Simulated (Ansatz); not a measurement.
**As in Ansatz: the effect of functional**

The system is As.

```
As
1.0
     1.86079   -5.60787    0.00000
     1.86079    5.60787    0.00000
     0.00000    0.00000    4.55767
As
4
Cartesian
  1.8608 1.2337 2.5523
  1.8608 -4.3741 4.2842
  1.8608 -1.2337 2.0054
  1.8608 4.3741 0.2735
```

This isn't the form of As at room conditions, which is rhombohedral.

The cell isn't the ideal one: volume scaled by 1.06.

Alike in all runs:

- Program: Ansatz 0.2.0
- Task: single point
- Potentials or basis: Ansatz PAW
- k mesh: 8 × 8 × 6
- Occupations: fermi-dirac, width 0.05 eV
- Spin: no spin polarisation

| functional | cutoff | gap on the mesh (eV) | pressure (GPa) | largest force (eV/Å) |
| --- | --- | --- | --- | --- |
| LDA | 420 eV (not typed: the program's choice for these potentials) | 0.11 | -5.3 | 0.57 |
| PBEsol | 420 eV (not typed: the program's choice for these potentials) | ? | ? | ? |
| r2SCAN | 500 eV (not typed: the program's choice for these potentials) | 0.13 | -2.5 | 0.76 |

**Question.** What does the run with functional PBEsol give?

**Answer.** gap on the mesh 0.11 eV; pressure -3.9 GPa; largest force 0.47 eV/Å.

Caveats: the PAW data sets come from PBE, with cores solved anew for the run's functional, which leaves a small shift of forces and pressure.

A k mesh can miss the band edges.

Runs at the PBE level aren't shown here.
